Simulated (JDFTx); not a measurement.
Crystal: Fe.

```
Fe
1.0
    -1.44300    1.44300    1.44300
     1.44300   -1.44300    1.44300
     1.44300    1.44300   -1.44300
Fe
1
Direct
  0.00000 0.00000 0.00000
```

Base run:

```yaml
Program: JDFTx 1.7.0 (patched build)
Functional: PBE
Potentials_or_basis: PseudoDojo-SR-PBE-0.5-standard with smoothed tails
Cutoff: 1225 eV
Density_cutoff: 4898 eV
k_mesh: 13 × 13 × 13
Occupations: fermi-dirac, width 0.05 eV
Spin: collinear spin, ferromagnetic start
Starting_moments: "[3.0] μB"
Hubbard_terms: Fe d U = 2 eV
```

Its results: band gap on the k mesh none (metal or under the smearing width); pressure 1.9 GPa; net moment 2.65 μB per cell; site moments Fe +2.77 μB.

Question: The run is repeated on the same cell with these changes: hubbard terms from Fe d U = 2 eV to Fe d U = 1 eV. What comes out?

Answer: Band gap on the k mesh none (metal or under the smearing width); pressure 0.3 GPa; net moment 2.63 μB per cell; site moments Fe +2.75 μB.

Caveats: the U is typed as a test and isn't derived for this compound.
